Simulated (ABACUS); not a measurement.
Sr under changes of volume

One of the cells (56.319 Å³/atom); the others are scaled copies at fixed shape and fractional positions:

```
Sr
1.0
     0.00000    3.04235    3.04235
     3.04235    0.00000    3.04235
     3.04235    3.04235    0.00000
Sr
1
Direct
  0.00000 0.00000 0.00000
```

```yaml
Program: ABACUS 3.10.1
Functional: PBEsol
Potentials_or_basis: PseudoDojo NC SR 0.4.1 PBEsol standard
Cutoff: 925 eV
Density_cutoff: 3701 eV
Basis: plane waves
k_mesh: 8 × 8 × 8
Occupations: fermi-dirac, width 0.05 eV
Spin: no spin polarisation
```

| volume (Å³/atom) | energy over the lowest point (meV/atom) | pressure (GPa) |
| --- | --- | --- |
| 52.940 | 0.00 | -0.3 |
| 54.067 | 2.92 | -0.5 |
| 55.193 | 7.42 | -0.7 |
| 56.319 | 13.34 | -0.9 |
| 57.446 | 20.55 | -1.1 |
| 58.572 | 28.90 | -1.2 |
| 59.698 | ? | ? |

**Question.** What does the run at 59.698 Å³/atom give?

**Answer.** Energy over the lowest point 38.31 meV/atom; pressure -1.4 GPa.

Worked out: A Birch-Murnaghan fit of order 3 (a polynomial in V^(-2/3)) to the other rows has its minimum at 51.69 Å³/atom, just outside them, with B0 = V·E''(V) = 12.9 GPa and B' = 3.9. It gives 38.29 meV/atom at 59.698 Å³/atom, against the run's 38.31, and -dE/dV = -1.4 GPa, against -1.4.

Energies are extrapolated to zero smearing.
